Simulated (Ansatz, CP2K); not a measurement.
# One calculation of Cd, 3 ways

```
CELL_PARAMETERS angstrom
2.97887 0.00000 0.00000
-1.48944 2.57978 0.00000
0.00000 0.00000 5.61765
ATOMIC_POSITIONS crystal
Cd 0.66667 0.33333 0.75000
Cd 0.33333 0.66667 0.25000
```

Alike in all runs: task band structure; functional PBEsol; k mesh 10 × 10 × 5; occupations fermi-dirac, width 0.05 eV; no spin polarisation; no spin-orbit coupling. Pressure is positive in compression and, in plane waves, holds the error of the finite cutoff, which Ansatz's Pulay term estimates and takes out.

```json
{"program and potentials": "CP2K, POTENTIAL_UZH Cd GTH-PBE-q12; TZVP-MOLOPT-PBE-GTH basis", "plane-wave cutoff (eV)": "-", "notes": "atomic basis; potentials made for PBE", "pressure (GPa)": "-1.04"}
{"program and potentials": "Ansatz, PAW datasets made for the crystal", "plane-wave cutoff (eV)": "260", "notes": "-", "pressure (GPa)": "-1.58"}
{"program and potentials": "Ansatz, all-electron LAPW, scalar-relativistic", "plane-wave cutoff (eV)": "-", "notes": "-", "pressure (GPa)": "-1.58"}
```

The pressure spans -1.58 (Ansatz, PAW datasets made for the crystal) to -1.04 GPa (CP2K, POTENTIAL_UZH Cd GTH-PBE-q12; TZVP-MOLOPT-PBE-GTH basis), with all-electron results at -1.58. Rows in atomic bases carry the error of their basis and grid, which can be large.

Differences between rows come from potentials, basis sets and numerical settings, since the functional is the same but for its coding. Runs on potential files found faulty are left out.
